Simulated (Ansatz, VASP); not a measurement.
# Co (Co(0001) film, 5 layers, flat): VASP beside Ansatz, part 2 of 2

One calculation is typed for both programs; each brings its own data sets. How far apart do they land? The cell is taken from a series of runs on this material, whose earlier steps may have relaxed, scaled, displaced or heated it; both programs get it as it stands.

VASP 6.6.1 and Ansatz 0.2.0.

So far: The structure; Ansatz: single point, PBE.

## Step 3: VASP: single point, PBE

Level of this step: PBE, spin-polarised from a ferromagnetic start; plane waves and PAW (Co) (VASP).

The same cell, functional, mesh and smearing now go to VASP, with its own data sets.

Lines of VASP's logs that name or quote its potential files are left out, and so is its time.

INCAR reads:

```
SYSTEM = Co
PREC = Accurate
ENCUT = 520
EDIFF = 1E-06
NELM = 200
ISMEAR = -1
SIGMA = 0.1
LREAL = .FALSE.
ALGO = Normal
GGA = PE
NBANDS = 71
ISPIN = 2
MAGMOM = 1.81 1.81 1.74 1.74 1.69 1.69 1.74 1.74 1.81 1.81
LASPH = .TRUE.
LMAXMIX = 4
LORBIT = 11
LWAVE = .FALSE.
LCHARG = .FALSE.
ISIF = 2
GGA_COMPAT = .FALSE.
KPAR = 2
```

POSCAR reads:

```
Co
1.0
   19.1786000000      0.0000000000      0.0000000000
    0.0000000000      2.5054000000      0.0000000000
    0.0000000000      0.0000000000      4.3394800933
Co
10
Direct
    0.2346365220      0.0000000000      0.0000000000
    0.2346365220      0.5000000000      0.5000000000
    0.3412475363      0.0000000000      0.3333333333
    0.3412475363      0.5000000000      0.8333333333
    0.4478585507      0.0000000000      0.0000000000
    0.4478585507      0.5000000000      0.5000000000
    0.5544695650      0.0000000000      0.3333333333
    0.5544695650      0.5000000000      0.8333333333
    0.6610805794      0.0000000000      0.0000000000
    0.6610805794      0.5000000000      0.5000000000
```

KPOINTS reads:

```
Automatic mesh
0
Gamma
1 16 10
0 0 0
```

Potentials, in the order of the species: Co (PBE family, release 64).

Run with:

```console
mpirun -np 2 vasp_std
```

Numbers of over 12 decimals in the logs are rounded to 6 here.

What it wrote:

```text
[banner, memory and clock lines left out]
running    2 mpi-ranks, on    1 nodes
 distrk:  each k-point on    1 cores,    2 groups
 distr:  one band on    1 cores,    1 groups

 POSCAR found type information on POSCAR Co
 POSCAR found :  1 types and      10 ions
 LDA part: xc-table for (Slater+PW92), standard interpolation
 POSCAR, INCAR and KPOINTS ok, starting setup
 FFT: planning ... GRIDC
 FFT: planning ... GRID_SOFT
 FFT: planning ... GRID
 WAVECAR not read
 entering main loop
       N       E                     dE             d eps       ncg     rms          rms(c)
DAV:   1     0.714349541297E+03    0.71435E+03   -0.38464E+04 15336   0.146E+03
DAV:   2    -0.106021373988E+02   -0.72495E+03   -0.67505E+03 15336   0.319E+02
DAV:   3    -0.760230686183E+02   -0.65421E+02   -0.56601E+02 16213   0.132E+02
DAV:   4    -0.777488510254E+02   -0.17258E+01   -0.17152E+01 16961   0.241E+01
DAV:   5    -0.777866921318E+02   -0.37841E-01   -0.37838E-01 23203   0.244E+00    0.317E+01
DAV:   6    -0.980711006507E+02   -0.20284E+02   -0.10852E+02 17898   0.137E+02    0.633E+01
DAV:   7    -0.827401736407E+02    0.15331E+02   -0.73522E+01 17612   0.109E+02    0.508E+01
DAV:   8    -0.678792376967E+02    0.14861E+02   -0.30374E+01 21913   0.637E+01    0.243E+01
DAV:   9    -0.801916617289E+02   -0.12312E+02   -0.34312E+01 18207   0.857E+01    0.532E+01
DAV:  10    -0.683884195306E+02    0.11803E+02   -0.28128E+01 18283   0.510E+01    0.202E+01
DAV:  11    -0.668478788088E+02    0.15405E+01   -0.42724E+00 20367   0.242E+01    0.612E+00
DAV:  12    -0.672956780090E+02   -0.44780E+00   -0.13819E+00 16538   0.898E+00    0.523E+00
DAV:  13    -0.675146246475E+02   -0.21895E+00   -0.44228E-01 16539   0.488E+00    0.345E+00
DAV:  14    -0.674976434281E+02    0.16981E-01   -0.69432E-02 20796   0.353E+00    0.221E+00
[...]
DAV:  23    -0.675017638009E+02   -0.84094E-04   -0.22586E-04 20727   0.146E-01    0.127E-01
DAV:  24    -0.675017501933E+02    0.13608E-04   -0.10322E-04 20402   0.883E-02    0.955E-02
DAV:  25    -0.675016946097E+02    0.55584E-04   -0.59516E-05 21498   0.113E-01    0.511E-02
DAV:  26    -0.675017543140E+02   -0.59704E-04   -0.34743E-05 20094   0.536E-02    0.209E-02
DAV:  27    -0.675019013700E+02   -0.14706E-03   -0.96164E-06 15634   0.209E-02    0.108E-02
DAV:  28    -0.675020728567E+02   -0.17149E-03   -0.10152E-05 14076   0.149E-02    0.702E-03
DAV:  29    -0.675020910397E+02   -0.18183E-04   -0.30406E-06 13792   0.110E-02    0.384E-03
DAV:  30    -0.675020914245E+02   -0.38485E-06   -0.21975E-07 10923   0.301E-03
   1 F= -.67502091E+02 E0= -.67316610E+02  d E =-.370963E+00  mag=    16.7287
```

From OUTCAR (step 3):

```text
ion  position               nearest neighbor table
   1  0.235  0.000  0.000-   3 2.50   4 2.50   4 2.50   2 2.51   2 2.51   2 2.51   2 2.51
   2  0.235  0.500  0.500-   4 2.50   3 2.50   3 2.50   1 2.51   1 2.51   1 2.51   1 2.51
   3  0.341  0.000  0.333-   1 2.50   2 2.50   2 2.50   5 2.50   6 2.50   6 2.50   4 2.51   4 2.51
                             4 2.51   4 2.51
   4  0.341  0.500  0.833-   2 2.50   1 2.50   1 2.50   6 2.50   5 2.50   5 2.50   3 2.51   3 2.51
                             3 2.51   3 2.51
   5  0.448  0.000  0.000-   7 2.50   8 2.50   8 2.50   3 2.50   4 2.50   4 2.50   6 2.51   6 2.51
                             6 2.51   6 2.51
   6  0.448  0.500  0.500-   8 2.50   7 2.50   7 2.50   4 2.50   3 2.50   3 2.50   5 2.51   5 2.51
                             5 2.51   5 2.51
   7  0.554  0.000  0.333-   5 2.50   6 2.50   6 2.50   9 2.50  10 2.50  10 2.50   8 2.51   8 2.51
                             8 2.51   8 2.51
   8  0.554  0.500  0.833-   6 2.50   5 2.50   5 2.50  10 2.50   9 2.50   9 2.50   7 2.51   7 2.51
                             7 2.51   7 2.51
   9  0.661  0.000  0.000-   7 2.50   8 2.50   8 2.50  10 2.51  10 2.51  10 2.51  10 2.51
  10  0.661  0.500  0.500-   8 2.50   7 2.50   7 2.50   9 2.51   9 2.51   9 2.51   9 2.51

  LATTYP: Found a simple orthorhombic cell.
 ALAT       =     2.5054000000
 B/A-ratio  =     1.7320508076
 C/A-ratio  =     7.6549054043

 Subroutine GETGRP returns: Found  4 space group operations
 (whereof  2 operations were pure point group operations)

The static configuration has the point symmetry C_1h.
 The point group associated with its full space group is C_2v.

 Found     54 irreducible k-points:

   k-points           NKPTS =     54   k-points in BZ     NKDIM =     54   number of bands    NBANDS=     71

   dimension x,y,z NGX =   144 NGY =   20 NGZ =   32
   dimension x,y,z NGXF=   288 NGYF=   40 NGZF=   64

   ENCUT  =  520.0 eV  38.22 Ry    6.18 a.u.  35.66  4.66  8.07*2*pi/ulx,y,z

   NELECT =      90.0000    total number of electrons

 k-points in reciprocal lattice and weights: Automatic mesh
   0.00000000  0.00000000  0.00000000       0.006
   0.00000000  0.06250000  0.00000000       0.013
   0.00000000  0.12500000  0.00000000       0.013
   0.00000000  0.18750000  0.00000000       0.013
   0.00000000  0.25000000  0.00000000       0.013
   0.00000000  0.31250000  0.00000000       0.013
   0.00000000  0.37500000  0.00000000       0.013
   0.00000000  0.43750000  0.00000000       0.013
   0.00000000  0.50000000  0.00000000       0.006
[...]
0.00000000  0.43750000  0.50000000       0.013
   0.00000000  0.50000000  0.50000000       0.006

 average (electrostatic) potential at core
       1 -85.3912       2 -85.3912       3 -85.5027       4 -85.5027       5 -85.4575
       6 -85.4575       7 -85.5027       8 -85.5027       9 -85.3912      10 -85.3912

 E-fermi :   3.0998

 spin component 1
 k-point     1 :       0.0000    0.0000    0.0000
  band No.  band energies     occupation
    ...
     51       2.3998      0.99909
     52       2.4707      0.99815
     53       2.5070      0.99734
     54       2.5424      0.99622
     55       2.5450      0.99612
     56       3.2091      0.25097
     57       4.1544      0.00003
     58       4.1769      0.00002
     59       4.8486      0.00000
     60       5.6874      0.00000
    ...

 k-point     2 :       0.0000    0.0625    0.0000
  band No.  band energies     occupation
    ...
     51       2.2885      0.99970
     52       2.3860      0.99921
     53       2.4617      0.99831
     54       2.4641      0.99827
     55       2.8598      0.91685
     56       3.5884      0.00749
     57       4.4077      0.00000
     58       4.5019      0.00000
     59       5.1436      0.00000
     60       5.8813      0.00000
    ...

 k-point     3 :       0.0000    0.1250    0.0000
  band No.  band energies     occupation
    ...
     50       2.1765      0.99990
     51       2.2836      0.99971
     52       2.3593      0.99939
     53       2.3674      0.99934
     54       2.3990      0.99910
     55       3.4406      0.03203
     56       4.3368      0.00000
     57       4.9755      0.00000
     58       5.2592      0.00000
     59       5.8557      0.00000
    ...

 k-point     4 :       0.0000    0.1875    0.0000
  band No.  band energies     occupation
    ...
     50       2.1691      0.99991
     51       2.1999      0.99988
     52       2.3164      0.99960
     53       2.3547      0.99942
     54       2.7357      0.97445
     55       4.1023      0.00004
     56       5.2273      0.00000
     57       5.7395      0.00000
     58       6.1879      0.00000
     59       6.7612      0.00000
    ...

 k-point     5 :       0.0000    0.2500    0.0000
  band No.  band energies     occupation
    ...
     49       2.1210      0.99994
     50       2.2083      0.99987
     51       2.2246      0.99984
     52       2.2711      0.99975
     53       2.2867      0.99971
     54       3.1986      0.27125
     55       4.8360      0.00000
     56       6.2180      0.00000
     57       6.6361      0.00000
     58       7.2164      0.00000
    ...

 k-point     6 :       0.0000    0.3125    0.0000
  band No.  band energies     occupation
    ...
     49       2.1376      0.99993
     50       2.2007      0.99988
     51       2.2333      0.99983
     52       2.2949      0.99968
     53       2.5087      0.99730
     54       3.7881      0.00102
     55       5.6558      0.00000
     56       7.3016      0.00000
     57       7.6130      0.00000
     58       8.1563      0.00000
    ...

  Total       -5.5314531     -6.3872914     -6.2650067      0.0000000      0.0000000      0.0000000
  in kB      -42.5028587    -49.0789923    -48.1393748      0.0000000      0.0000000      0.0000000
  external PRESSURE =     -46.5737419 kB  Pullay stress =       0.0000000 kB

  energy-cutoff  :      520.00
  volume of cell :      208.51
      direct lattice vectors                 reciprocal lattice vectors
    19.178600000  0.000000000  0.000000000     0.052141449  0.000000000  0.000000000
     0.000000000  2.505400000  0.000000000     0.000000000  0.399137862  0.000000000
     0.000000000  0.000000000  4.339480093     0.000000000  0.000000000  0.230442352

 POSITION                                       TOTAL-FORCE (eV/Angst)
 -----------------------------------------------------------------------------------
      4.50000      0.00000      0.00000         0.493222      0.000000     -0.000278
      4.50000      1.25270      2.16974         0.493222      0.000000     -0.000278
      6.54465      0.00000      1.44649        -0.311891      0.000000      0.000635
      6.54465      1.25270      3.61623        -0.311891     -0.000000      0.000635
      8.58930      0.00000      0.00000         0.000000      0.000000     -0.000714
      8.58930      1.25270      2.16974         0.000000     -0.000000     -0.000714
     10.63395      0.00000      1.44649         0.311891      0.000000      0.000635
     10.63395      1.25270      3.61623         0.311891     -0.000000      0.000635
     12.67860      0.00000      0.00000        -0.493222      0.000000     -0.000278
     12.67860      1.25270      2.16974        -0.493222      0.000000     -0.000278
 -----------------------------------------------------------------------------------
    total drift:                               -0.000013     -0.000000     -0.000778

  FREE ENERGIE OF THE ION-ELECTRON SYSTEM (eV)
  ---------------------------------------------------
  free  energy   TOTEN  =       -67.5020914245 eV

  energy  without entropy=      -67.1311281702  energy(sigma->0) =      -67.31660980

 total charge
# of ion       s       p       d       tot
------------------------------------------
    1        0.472   0.386   7.218   8.076
    2        0.472   0.386   7.218   8.076
    3        0.475   0.498   7.248   8.221
    4        0.475   0.498   7.248   8.221
    5        0.479   0.500   7.251   8.229
    6        0.479   0.500   7.251   8.229
    7        0.475   0.498   7.248   8.221
    8        0.475   0.498   7.248   8.221
    9        0.472   0.386   7.218   8.076
   10        0.472   0.386   7.218   8.076
--------------------------------------------------
tot          4.746   4.537  72.363  81.646

 magnetization (x)
# of ion       s       p       d       tot
------------------------------------------
    1       -0.010  -0.041   1.805   1.754
    2       -0.010  -0.041   1.805   1.754
    3       -0.015  -0.053   1.745   1.676
    4       -0.015  -0.053   1.745   1.676
    5       -0.013  -0.052   1.697   1.632
    6       -0.013  -0.052   1.697   1.632
    7       -0.015  -0.053   1.745   1.676
    8       -0.015  -0.053   1.745   1.676
    9       -0.010  -0.041   1.805   1.754
   10       -0.010  -0.041   1.805   1.754
--------------------------------------------------
tot         -0.127  -0.483  17.594  16.984

[... 6 further parts left out ...]
```

The magnetic state follows from one typed start and may not be the lowest.

## Step 4: Comparison

Known differences besides the potentials themselves: VASP starts from the moments at which Ansatz ended; the data sets hold 170 valence electrons in Ansatz (on its PAW soft_1 files) and 90 in VASP; the cutoff is 420 eV in Ansatz and 520 eV in VASP; site moments are counted in spheres of each program's own size. Total energies have different zeros and are not compared.

Compared:

| quantity | Ansatz | VASP | difference |
| --- | --- | --- | --- |
| total moment (μB) | 16.84 | 16.73 | +0.11 |
| moment on Co1 (μB) | 1.81 | 1.75 | +0.05 |
| moment on Co2 (μB) | 1.81 | 1.75 | +0.05 |
| moment on Co10 (μB) | 1.81 | 1.75 | +0.05 |
| moment on Co9 (μB) | 1.81 | 1.75 | +0.05 |
| moment on Co8 (μB) | 1.74 | 1.68 | +0.06 |
| moment on Co7 (μB) | 1.74 | 1.68 | +0.06 |
| moment on Co3 (μB) | 1.74 | 1.68 | +0.06 |
| moment on Co4 (μB) | 1.74 | 1.68 | +0.06 |

Where the cell holds vacuum, a pressure given here is an average over it and none of the material.

## Step 5: Results

```yaml
difference_in_total_moment_single_point_pbe: 0.11 μB
```

What this shows: The difference in total moment is 0.11 μB (single point, PBE). The data sets hold unlike numbers of valence electrons (170 in Ansatz and 90 in VASP), so part of the differences may come from the potentials. Such differences can come from data sets, numerical settings and the points named under the comparisons, not from the functional's error against experiment.

[Lines on the potential files, build, host, timing and source positions are cut from VASP's logs without a mark.]

[Logs are printed without paths, hosts, clocks, repeated set-up lines and the standing remarks that a program may print on its own settings, such as how far it seeks lower states.]

[Hosts, paths, dates, database ids (printed as entryN), source tags and the programs' standing remarks are cut or masked in the printed files.]
